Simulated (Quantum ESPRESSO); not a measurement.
The system is Hf.

```
Hf
1.0
     3.19670    0.00000    0.00000
    -1.59835    2.76842    0.00000
     0.00000    0.00000    5.05780
Hf
2
Direct
  0.66667 0.33333 0.75000
  0.33333 0.66667 0.25000
```

* Program: Quantum ESPRESSO 7.5
* Task: phonons
* Functional: LDA
* Potentials or basis: PseudoDojo 0.4.1 SR LDA standard
* Cutoff: 789 eV
* Density cutoff: 3157 eV
* k mesh: 8 × 8 × 4
* Occupations: cold, width 0.2 eV
* Spin: no spin polarisation
* Form of the LDA correlation: PW92
* Mixing beta: 0.5
* Most SCF iterations: 120
* SCF threshold: 4e-10 Ry

The cell and the atoms were relaxed first, to 20.60 Å³/atom (a = 3.111 Å, b = 3.111 Å, c = 4.916 Å, α = 90.00°, β = 90.00°, γ = 120.00°), and the response was taken there.

Question: Where do the zone-centre optical modes lie?

Answer: E2g at 69 cm⁻¹ (Raman); B1g at 137 cm⁻¹ (silent).

Optical modes at Γ, degenerate ones joined:
| cm⁻¹ | components | symmetry | active in |
| --- | --- | --- | --- |
| 69 | 2 | E2g | Raman |
| 137 | 1 | B1g | silent |

Caveat: the mesh is thin for the phonons of a metal.
